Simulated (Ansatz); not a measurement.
# SiNi: starts and ends of a spin-polarised SCF

How much does the result for SiNi depend on the starting moments? The same cell is run from several starts. SiNi is taken in the deposited crystal structure (space group Pmmn), 4 atoms in the cell. Source: COD entry 2300377; the sample's temperature and pressure aren't taken into account.

Method: DFT PBE, PAW, plane waves, scalar-relativistic, in Ansatz 0.2.0.

## Step 1: The starting structure

It takes space group Pmmn (No. 59, orthorhombic). Conventional cell: a = 3.027 Å, b = 3.273 Å, c = 4.698 Å, α = 90.00°, β = 90.00°, γ = 90.00°. Around Ni (site symmetry mm2) lie 6 Si at 2.34 to 2.40 Å and 4 Ni at 2.67 Å. Around Si (site symmetry mm2) lie 6 Ni at 2.34 to 2.40 Å and 4 Si at 2.68 Å.

Coordinates:

```xyz
4
Lattice="3.0266 0.0000 0.0000 0.0000 3.2735 0.0000 0.0000 0.0000 4.6978" Properties=species:S:1:pos:R:3 pbc="T T T"
Ni    1.5133    1.6367    1.6171
Ni    0.0000    0.0000    3.0807
Si    1.5133    1.6367    3.9569
Si    0.0000    0.0000    0.7408
```

Atoms are counted from 1 in the order of input.yaml (Si4 and so on).

The first starts: parallel moments, plain SCF; opposed moments +-, plain SCF; no spin polarisation; spin on, no moments given (the program may seed its own), plain SCF. What is tried next depends on their ends.

“Plain SCF” means no search for lower states. Ends within 0.2 meV/atom and 0.1 μB count as one state.

The total moment includes the space between the atomic spheres.

## Step 2: Parallel moments, plain SCF

Input file input.yaml:

```yaml
crystal:
  lattice:
    - [3.02662, 0.0, 0.0]
    - [0.0, 3.2735, 0.0]
    - [0.0, 0.0, 4.69776]
  atoms:
    - { symbol: Ni, position: [0.5, 0.5, 0.34422], spin: 2.0 }
    - { symbol: Ni, position: [0.0, 0.0, 0.65578], spin: 2.0 }
    - { symbol: Si, position: [0.5, 0.5, 0.8423] }
    - { symbol: Si, position: [0.0, 0.0, 0.1577] }
magnetization:
  spin_polarized: true
hamiltonian:
  xc: pbe
  pseudopotentials: { kind: paw }
basis:
  ecutwfc: 420
kpoints:
  mp_grid: { grid: [9, 9, 6] }
scf:
  occupations: { method: gaussian, width: 0.05 }
  lower_state_search: "off"
output:
  forces: true
  stress: true
```

The program printed (excerpt; [...] marks lines left out):

```text
[...]
Pseudopotentials: kind: paw
Pseudopotential: Ni, paw, valence charge 18, recommended cutoff 420 eV (normal), Ni.paw.azcp
Pseudopotential: Si, paw, valence charge 4, recommended cutoff 420 eV (normal), Si.paw.azcp
Functional definition: PBE
[...]
Crystal: 4 atoms, lattice volume = 46.544 Å³
Basis set: ecut = 420 eV, 915 PW (Γ), exchange–correlation on 48×48×64 points (8 copies of the dense FFT grid, shifted against one another)
Bands: 29, of which v1, the nominal top of the filled ones, is band 22 counted from 1 (21 counted from 0)
Symmetry: 8 space group operations
Space group: Pmmn (ITA 59), of the structure as read, at distance tolerance 3.6e-5 Å
Magnetic group: BNS 59.405 (UNI 503), of the structure as read, at distance tolerance 3.6e-5 Å
k-points: 100 of 486
[...]
Starting moments: Σ|m| = 4 μB on 2 of 4 sites
[...]
SCF iter   1: F=—  HF=-12952.179179 eV  |F-HF|=—  |Δ(HF+E_count)|=         —  Δρ=1.96e-1 (↑1.08e-1 ↓1.96e-1)  dr2=4.39e0  dr2_m=9.66e0  M=0.456 μB ∫|m|=1.076 μB  β_m=0.30  ethr=3.10e-3  ⟨swp⟩=5.7  Hψ=23025  notcnv=0
[...]
spin=Collinear: Kerker preconditioning applied to the charge; magnetization (m = ρ↑ − ρ↓) channel mixes plain (no charge-response kernel on spin).
[...]
spin-set hold released at iteration 3 (the charge has settled, or the pull on large starting moments outlasts its swing): the magnetisation degrees of freedom join the quasi-Newton model from the next iteration; the mixer history was flushed
[...]
SCF iter  13: F=-12952.874041 eV  HF=-12952.874041 eV  |F-HF|=4.18e-10  |Δ(HF+E_count)|=   2.74e-9  Δρ=6.83e-7 (↑6.83e-7 ↓4.05e-7)  dr2=5.73e-10  dr2_m=1.50e-11  M=-0.000 μB ∫|m|=0.000 μB  ethr=4.52e-11  ⟨swp⟩=2.0  Hψ=16327  notcnv=0
WARN: the starting moments were not kept: the SCF closed with an absolute magnetisation of 3.0e-6 μB, where they sum to 4 μB in size (2 sites). That is at most 0.1 of that sum. Measured as dr2_m measures the in/out step, that magnetisation stands 3.6e-12 eV from none, at or under the [...]
SCF converged after 13 iterations
Magnetization: -0.0000 μB (22.0000 up, 22.0000 down)
Absolute magnetization: 0.0000 μB (∫|ρ↑−ρ↓|, with the PAW one-centre terms)
Spin contamination: 0.0000 ħ² per cell (⟨S²⟩ above its minimum at these occupations)
Per-site moments (μB) at R_I (Å): [(-8.147311981382899e-7, 0.9651923740799999), (-8.147311984042751e-7, 0.96519237408), (2.2988610949655604e-7, 0.9651923740799999), (2.298861096246199e-7, 0.96519237408)]
Free energy (F): -12952.874041 eV
[...]
E sigma→0 (E₀):  -12952.872958 eV
Entropy (-TS):   -0.002164 eV (-0.541 meV/atom)
Fermi energy:    15.750224 eV
[...]
--- Forces (eV/Å), atoms counted from 1 ---
  atom   1  Ni     0.00000000     0.00000000    -0.12770111
  atom   2  Ni    -0.00000000    -0.00000000     0.12770111
  atom   3  Si    -0.00000000    -0.00000000     0.09007017
  atom   4  Si     0.00000000     0.00000000    -0.09007017
[...]
--- Stress (GPa, compression-positive) ---
        0.548539       0.000000       0.000000
        0.000000       2.146364       0.000000
        0.000000       0.000000       0.959007
  P = ⅓ Tr σ = 1.2180 GPa (12.180 kbar)
```

It took 6.3 s on 2 threads of an x86-64 CPU, shared host; peak memory 0.52 GiB.

The state reached is non-magnetic, no gap on the k-mesh.

## Step 3: Opposed moments +-, plain SCF

Edit input.yaml of step 2 so:

```diff
@@ -7,3 +7,3 @@
     - { symbol: Ni, position: [0.5, 0.5, 0.34422], spin: 2.0 }
-    - { symbol: Ni, position: [0.0, 0.0, 0.65578], spin: 2.0 }
+    - { symbol: Ni, position: [0.0, 0.0, 0.65578], spin: -2.0 }
     - { symbol: Si, position: [0.5, 0.5, 0.8423] }
```

The program printed (excerpt; [...] marks lines left out):

```text
[... 12 lines as in an earlier run ...]
Symmetry: 4 space group operations
Space group: Pmm2 (ITA 25), of the structure as read, at distance tolerance 3.6e-5 Å
Magnetic group: BNS 59.408 (UNI 506), of the structure as read, at distance tolerance 3.6e-5 Å
k-points: 100 of 486 (time reversal used)
[... 6 lines as in an earlier run ...]
Starting moments: Σ|m| = 4 μB on 2 of 4 sites
Starting magnetic order: antiferromagnet; an inversion exchanges its spin sublattices: spin-degenerate at every k-point
[... 2 lines as in an earlier run ...]
SCF iter   1: F=—  HF=-12952.230875 eV  |F-HF|=—  |Δ(HF+E_count)|=         —  Δρ=1.52e-1 (↑1.52e-1 ↓1.52e-1)  dr2=4.08e0  dr2_m=8.92e0  M=0.000 μB ∫|m|=1.035 μB  β_m=0.30  ethr=3.10e-3  ⟨swp⟩=5.2  Hψ=22854  notcnv=0  defer=2
[...]
[... 1 line as in an earlier run ...]
[...]
spin-set hold released at iteration 2 (the charge has settled, or the pull on large starting moments outlasts its swing): the magnetisation degrees of freedom join the quasi-Newton model from the next iteration; the mixer history was flushed
[...]
SCF iter  13: F=-12952.874041 eV  HF=-12952.874041 eV  |F-HF|=1.44e-9  |Δ(HF+E_count)|=   9.78e-9  Δρ=9.20e-7 (↑9.20e-7 ↓8.82e-7)  dr2=1.96e-9  dr2_m=2.97e-11  M=-0.000 μB ∫|m|=0.000 μB  ethr=2.27e-10  ⟨swp⟩=3.1  Hψ=15409  notcnv=0
WARN: the starting moments were not kept: the SCF closed with an absolute magnetisation of 5.7e-6 μB, where they sum to 4 μB in size (2 sites). That is at most 0.1 of that sum. Measured as dr2_m measures the in/out step, that magnetisation stands 1.9e-11 eV from none, at or under the [...]
SCF converged after 13 iterations
Magnetization: -0.0000 μB (22.0000 up, 22.0000 down)
Absolute magnetization: 0.0000 μB (∫|ρ↑−ρ↓|, with the PAW one-centre terms)
Spin contamination: 0.0000 ħ² per cell (⟨S²⟩ above its minimum at these occupations)
Per-site moments (μB) at R_I (Å): [(-1.8505183839029149e-6, 0.9651923740799999), (5.923396094908695e-7, 0.96519237408), (3.575000898700187e-8, 0.9651923740799999), (3.153001684166599e-7, 0.96519237408)]
Free energy (F): -12952.874041 eV
[...]
E sigma→0 (E₀):  -12952.872958 eV
Entropy (-TS):   -0.002164 eV (-0.541 meV/atom)
Fermi energy:    15.750225 eV
[... 26 lines left out: energy terms, forces, stress ...]
```

Run time: 9.6 s. Hardware: 2 threads of an x86-64 CPU, shared host; peak memory 0.52 GiB.

This is the state of step 2 again (non-magnetic), after 13 iterations.

## Step 4: No spin polarisation

Edit input.yaml of step 3 so:

```diff
@@ -6,8 +6,6 @@
   atoms:
-    - { symbol: Ni, position: [0.5, 0.5, 0.34422], spin: 2.0 }
-    - { symbol: Ni, position: [0.0, 0.0, 0.65578], spin: -2.0 }
+    - { symbol: Ni, position: [0.5, 0.5, 0.34422] }
+    - { symbol: Ni, position: [0.0, 0.0, 0.65578] }
     - { symbol: Si, position: [0.5, 0.5, 0.8423] }
     - { symbol: Si, position: [0.0, 0.0, 0.1577] }
-magnetization:
-  spin_polarized: true
 hamiltonian:
```

The program printed (excerpt; [...] marks lines left out):

```text
[... 11 lines as in an earlier run ...]
Bands: 26, of which v1, the nominal top of the filled ones, is band 22 counted from 1 (21 counted from 0)
[... 8 lines as in an earlier run ...]
[...]
[... 2 lines as in an earlier run ...]
SCF iter   1: F=—  HF=-12952.875613 eV  |F-HF|=—  |Δ(HF+E_count)|=         —  Δρ=5.21e-3  dr2=4.82e-3  ethr=1.77e-3  ⟨swp⟩=5.6  Hψ=11004  notcnv=0
[...]
SCF iter   7: F=-12952.874041 eV  HF=-12952.874041 eV  |F-HF|=2.01e-9  |Δ(HF+E_count)|=   2.19e-8  Δρ=3.17e-6  dr2=2.78e-9  ethr=2.27e-10  ⟨swp⟩=4.0  Hψ=9541  notcnv=0
[...]
SCF converged after 7 iterations
Free energy (F): -12952.874041 eV
[...]
E sigma→0 (E₀):  -12952.872958 eV
Entropy (-TS):   -0.002164 eV (-0.541 meV/atom)
Fermi energy:    15.750243 eV
[... 26 lines left out: energy terms, forces, stress ...]
```

Wall time 1.7 s (2 threads of an x86-64 CPU, shared host); peak memory 0.44 GiB.

The run ends in the same state as step 2 (non-magnetic); it took 7 iterations.

## Step 5: Spin on, no moments given (the program may seed its own), plain SCF

Edit input.yaml of step 4 so:

```diff
@@ -23 +23,3 @@
   stress: true
+magnetization:
+  spin_polarized: true
```

The program printed (excerpt; [...] marks lines left out):

```text
band count auto-derived: 28 (N_el = 44.0; filled up to band 22; 27 by the electrons, moments and atoms)
[... 11 lines as in an earlier run ...]
Bands: 28, of which v1, the nominal top of the filled ones, is band 22 counted from 1 (21 counted from 0)
[... 8 lines as in an earlier run ...]
[...]
[... 2 lines as in an earlier run ...]
SCF iter   1: F=—  HF=-12953.641053 eV  |F-HF|=—  |Δ(HF+E_count)|=         —  Δρ=5.32e-2 (↑5.32e-2 ↓5.32e-2)  dr2=5.08e0  dr2_m=0.00e0  M=0.000 μB ∫|m|=0.000 μB  β_m=0.30  ethr=3.10e-3  ⟨swp⟩=5.2  Hψ=10884  notcnv=0
[...]
[... 1 line as in an earlier run ...]
[...]
SCF iter  13: F=-12952.874041 eV  HF=-12952.874041 eV  |F-HF|=5.39e-8  |Δ(HF+E_count)|=   2.96e-8  Δρ=6.00e-6 (↑6.00e-6 ↓6.00e-6)  dr2=6.64e-8  dr2_m=0.00e0  M=0.000 μB ∫|m|=0.000 μB  ethr=2.27e-10  ⟨swp⟩=4.0  Hψ=9596  notcnv=0
[...]
SCF converged after 13 iterations
Magnetization: 0.0000 μB (22.0000 up, 22.0000 down)
Absolute magnetization: 0.0000 μB (∫|ρ↑−ρ↓|)
Spin contamination: 0.0000 ħ² per cell (⟨S²⟩ above its minimum at these occupations)
Per-site moments (μB) at R_I (Å): [(0.0, 0.9651923740799999), (0.0, 0.96519237408), (0.0, 0.9651923740799999), (0.0, 0.96519237408)]
Free energy (F): -12952.874041 eV
[...]
E sigma→0 (E₀):  -12952.872958 eV
Entropy (-TS):   -0.002164 eV (-0.541 meV/atom)
Fermi energy:    15.750192 eV
[... 26 lines left out: energy terms, forces, stress ...]
```

Wall time 3.9 s (2 threads of an x86-64 CPU, shared host); peak memory 0.51 GiB.

This is the state of step 2 again (non-magnetic), after 13 iterations.

## Step 6: Parallel moments scaled by 1.5, plain SCF

Input file input.yaml:

```yaml
crystal:
  lattice:
    - [3.02662, 0.0, 0.0]
    - [0.0, 3.2735, 0.0]
    - [0.0, 0.0, 4.69776]
  atoms:
    - { symbol: Ni, position: [0.5, 0.5, 0.34422], spin: 3.0 }
    - { symbol: Ni, position: [0.0, 0.0, 0.65578], spin: 3.0 }
    - { symbol: Si, position: [0.5, 0.5, 0.8423] }
    - { symbol: Si, position: [0.0, 0.0, 0.1577] }
magnetization:
  spin_polarized: true
hamiltonian:
  xc: pbe
  pseudopotentials: { kind: paw }
basis:
  ecutwfc: 420
kpoints:
  mp_grid: { grid: [9, 9, 6] }
scf:
  occupations: { method: gaussian, width: 0.05 }
  lower_state_search: "off"
output:
  forces: true
  stress: true
```

The program printed (excerpt; [...] marks lines left out):

```text
[... 11 lines as in an earlier run ...]
Bands: 30, of which v1, the nominal top of the filled ones, is band 22 counted from 1 (21 counted from 0)
[... 10 lines as in an earlier run ...]
Starting moments: Σ|m| = 6 μB on 2 of 4 sites
[... 2 lines as in an earlier run ...]
SCF iter   1: F=—  HF=-12950.326238 eV  |F-HF|=—  |Δ(HF+E_count)|=         —  Δρ=2.60e-1 (↑1.81e-1 ↓2.60e-1)  dr2=3.59e0  dr2_m=2.05e1  M=0.715 μB ∫|m|=1.509 μB  β_m=0.30  ethr=3.10e-3  ⟨swp⟩=6.1  Hψ=24208  notcnv=0
[...]
[... 1 line as in an earlier run ...]
[...]
spin-set hold released at iteration 8 (site moments contracting): the magnetisation degrees of freedom join the quasi-Newton model from the next iteration; the mixer history was flushed
[...]
SCF iter  18: F=-12952.874041 eV  HF=-12952.874041 eV  |F-HF|=4.91e-11  |Δ(HF+E_count)|=    0.00e0  Δρ=2.22e-7 (↑2.22e-7 ↓1.74e-7)  dr2=6.15e-11  dr2_m=5.25e-13  M=0.000 μB ∫|m|=0.000 μB  ethr=1.00e-12  ⟨swp⟩=1.0  Hψ=12270  notcnv=0
WARN: the starting moments were not kept: the SCF closed with an absolute magnetisation of 1.0e-6 μB, where they sum to 6 μB in size (2 sites). That is at most 0.1 of that sum. Measured as dr2_m measures the in/out step, that magnetisation stands 4.0e-13 eV from none, at or under the [...]
SCF converged after 18 iterations
Magnetization: 0.0000 μB (22.0000 up, 22.0000 down)
Absolute magnetization: 0.0000 μB (∫|ρ↑−ρ↓|, with the PAW one-centre terms)
Spin contamination: 0.0000 ħ² per cell (⟨S²⟩ above its minimum at these occupations)
Per-site moments (μB) at R_I (Å): [(-2.0204520036096057e-7, 0.9651923740799999), (-2.020452001924303e-7, 0.96519237408), (7.418115376658293e-8, 0.9651923740799999), (7.4181153558617e-8, 0.96519237408)]
Free energy (F): -12952.874041 eV
[...]
E sigma→0 (E₀):  -12952.872958 eV
Entropy (-TS):   -0.002164 eV (-0.541 meV/atom)
Fermi energy:    15.750225 eV
[... 26 lines left out: energy terms, forces, stress ...]
```

Wall time 7.1 s (2 threads of an x86-64 CPU, shared host); peak memory 0.49 GiB.

Nothing new: the 18 iterations lead to the state found in step 2 (non-magnetic).

## Step 7: The runs side by side

```
step  iterations  state  moments of Ni1 Ni2 (μB)  total (μB)  gap (eV)  pressure (GPa)  above lowest (meV/atom)
   2          13      1                0.00 0.00        0.00      none             1.2                      0.0
   3          13      1                0.00 0.00        0.00      none             1.2                      0.0
   4           7      1                0.00 0.00        0.00      none             1.2                      0.0
   5          13      1                0.00 0.00        0.00      none             1.2                      0.0
   6          18      1                0.00 0.00        0.00      none             1.2                      0.0
```

States are numbered from the lowest. Starts by step: 2 parallel moments, plain SCF; 3 opposed moments +-, plain SCF; 4 no spin polarisation; 5 spin on, no moments given (the program may seed its own), plain SCF; 6 parallel moments scaled by 1.5, plain SCF.

The 5 runs of this session took 28 s in all, from 1.7 s to 9.6 s each.

Decimal logarithm of the largest residual (eV) by iteration, counted through all cycles of a run:

```
iteration  step 2  step 3  step 4  step 5  step 6
        1     1.0     1.0    -2.3     0.7     1.3
        2     0.9     0.9    -2.8     0.2     1.0
        3     1.0     0.7    -3.7     0.0     0.8
        4     0.7     1.2    -4.7    -0.2     0.6
        5     0.0    -0.1    -5.7    -0.1     0.4
        6    -1.7    -1.6    -6.9    -1.5     0.2
        7    -1.9    -2.2    -8.6    -2.3    -0.1
        9    -4.0    -2.9       -    -3.1    -0.5
       10    -5.6    -4.7       -    -3.7    -1.9
       12    -7.7    -7.0       -    -6.4    -3.7
       13    -9.2    -8.7       -    -7.2    -5.0
       15       -       -       -       -    -6.3
       16       -       -       -       -    -8.9
       18       -       -       -       -   -10.2
```

## Step 8: What came out

| quantity | value |
| --- | --- |
| distinct states | 1 from 5 converged runs |
| lowest state | non-magnetic |
| total moment | 0.00 μB per cell |
| gap on the k-mesh | none |
| pressure | 1.2 GPa |
| largest force | 0.128 eV/Å |

In words: The 5 converged runs end in 1 distinct state. Spin polarisation gains nothing here: every starting moment dies out. A lower state than any found can't be excluded.
